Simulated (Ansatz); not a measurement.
**SiC (P6_3mc), work and stress of cleavage**

These are results of DFT r2SCAN, scalar-relativistic, plane waves, PAW in Ansatz, not measurements. Cutoff 500 eV, Γ-centred 7×5×2 k-points, Gaussian smearing of 0.05 eV. No spin polarisation. Energies are free energies at this smearing, counted from the undisturbed cell; pressure is positive in compression.

The starting cell (relaxed at this level):

```
Si C
1.0
     1.53760   -2.66320    0.00000
     0.00000    0.00000   -5.04817
     9.22559    5.32639    0.00000
Si C
8 8
Cartesian
  8.4568 3.1071 -5.0249
  0.7688 0.4439 -5.0249
  3.8440 0.4439 -5.0249
  5.3816 3.1071 -5.0249
  8.4568 4.8825 -2.5008
  2.3064 -0.4439 -2.5008
  3.8440 2.2193 -2.5008
  6.9192 2.2193 -2.5008
  8.4568 3.1071 -3.1279
  0.7688 0.4439 -3.1279
  3.8440 0.4439 -3.1279
  5.3816 3.1071 -3.1279
  8.4568 4.8825 -0.6038
  2.3064 -0.4439 -0.6038
  3.8440 2.2193 -0.6038
  6.9192 2.2193 -0.6038
```

The cut lies on the cell's a–b face, a (1 0 0) plane (indices in the standard cell, whose axes needn't be the Cartesian ones shown) of area 15.52 Å², between layers 1.78 Å apart. Vector c is lengthened by d along the normal with the atoms' Cartesian places fixed: one unrelaxed cut a cell. The traction is positive where the two halves pull on each other.

| d (Å) | energy (J/m²) | traction (GPa) |
| --- | --- | --- |
| -0.30 | 2.14 | -176.0 |
| -0.15 | 0.42 | -62.9 |
| 0.00 | 0.00 | 0.0 |
| 0.25 | 0.67 | 44.6 |
| 0.50 | 1.95 | 54.4 |
| 0.75 | 3.28 | 50.5 |
| 1.00 | 4.42 | 40.7 |
| 1.50 | 5.85 | 17.0 |
| 2.00 | 6.36 | 5.8 |
| 3.00 | 6.63 | 1.1 |
| 4.50 | 6.70 | 0.1 |
| 6.00 | 6.70 | 0.0 |

Q: What are the work of separation and the cleavage stress, and do they fit the universal binding curve?

A: The energy levels off near W ≈ 6.70 J/m² (the traction is down to 0.0 GPa), the energy of the two unrelaxed faces, 3.35 J/m² each on average. The largest sampled traction is 54.4 GPa at d = 0.50 Å, and a parabola through it and its two neighbours peaks at σ_max ≈ 54.7 GPa, d ≈ 0.55 Å. The curve E = W[1 − (1 + d/ℓ)exp(−d/ℓ)] peaks in traction at d = ℓ with σ_max = W/(eℓ); with 1 J/m² per Å = 10 GPa this W and σ_max give ℓ = 0.45 Å. A parabola through that curve at the same three d peaks at 0.50 Å, against 0.55 Å here, a fair fit. Real crystals break at far lower stress, because cracks concentrate it, and on the plane of lowest W, which needn't be this one.

The cut is rigid; relaxing the faces lowers these energies and usually the stresses.

Cost: 12 runs of about 9.6 core-minutes in all, on Arm Neoverse V2 (shared hosts).